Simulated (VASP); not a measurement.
# Settings for PbO: self-consistent run

PbO, P1 (no. 1), 4 atoms in the cell. PBE; PAW potentials Pb_d, O (PBE set). VASP 6.6.1. The atoms are moved at random off their ideal places.

Wanted: energy within 1 meV/atom; forces within 0.005 eV/Å; pressure within 0.1 GPa.

POSCAR:
```
PbO
1.0
    3.9900000000      0.0000000000      0.0000000000
    0.0000000000      3.9900000000      0.0000000000
    0.0000000000      0.0000000000      5.0100000000
Pb O
2 2
Direct
    0.4993990000      0.0030290000      0.7607640000
    0.0007070000      0.5049610000      0.2385260000
    0.5000230000      0.4988230000     -0.0028120000
   -0.0007980000     -0.0038370000     -0.0011880000
```

## FFT grids and symmetry tolerance typed by hand

| FFT grids and symmetry tolerance typed by hand | Energy less reference (meV/atom) | Forces, largest deviation (eV/Å) | Pressure (GPa) | SCF iterations | Time (s) |
|---|---|---|---|---|---|
| default | 0.0 | 0.0000 | 2.86 | 18 | 85 |
| NGX, NGY, NGZ = 36, 36, 46 | 0.0 | 0.0004 | 2.86 | 18 | 148 |
| NGX, NGY, NGZ = 24, 24, 28 | 0.0 | 0.0010 | 2.86 | 18 | 52 |
| NGX, NGY, NGZ = 18, 18, 24 | -6.2 | 0.0140 | 3.12 | 18 | 36 |
| NGX, NGY, NGZ = 16, 16, 20 | -39.0 | 0.1268 | 3.78 | 18 | 29 |
| NGXF, NGYF, NGZF = 42, 42, 52 | 0.0 | 0.0014 | 2.86 | 18 | 77 |
| NGXF, NGYF, NGZF = 84, 84, 104 | 0.0 | 0.0003 | 2.86 | 18 | 78 |
| SYMPREC = 0.001 | 0.0 | 0.0000 | 2.86 | 18 | 74 |
| SYMPREC = 1e-08 | 0.0 | 0.0000 | 2.86 | 18 | 71 |
| EWALD_CUTOFF = 2.0 | -4221.9 | 1.5751 | -67.16 | 18 | 72 |
| EWALD_CUTOFF = 8.0 | 0.1 | 0.0000 | 2.86 | 18 | 75 |

Chosen: NGX, NGY, NGZ = 24, 24, 28, the fastest of those that stay within half of the tolerance.

## The input

INCAR:
```
ALGO = Normal
EDIFF = 1E-7
ENCUT = 450
ISIF = 2
ISMEAR = 0
LASPH = T
LCHARG = F
LREAL = F
LWAVE = F
NELM = 100
NGX = 24
NGY = 24
NGZ = 28
PREC = Accurate
SIGMA = 0.02
```

KPOINTS:
```
k-points
0
Gamma
  6 6 5
```

Commands:
```
cat potpaw_PBE.64/Pb_d/POTCAR potpaw_PBE.64/O/POTCAR > POTCAR
mpirun -np 1 vasp_std > vasp.out
```

The chosen input took VASP 6.6.1 52 s on 1 core (AMD EPYC 9R45 (Zen 5)), a shared host.

## An input that fails: an FFT grid typed too coarse

It runs to its end, but against the unchanged starting input it is off by 922.1 meV/atom in the energy, 0.6034 eV/Å in the forces, 13.71 GPa in the pressure.

Changes against the starting input:
```
+ NGX = 10
+ NGY = 10
+ NGZ = 14
```
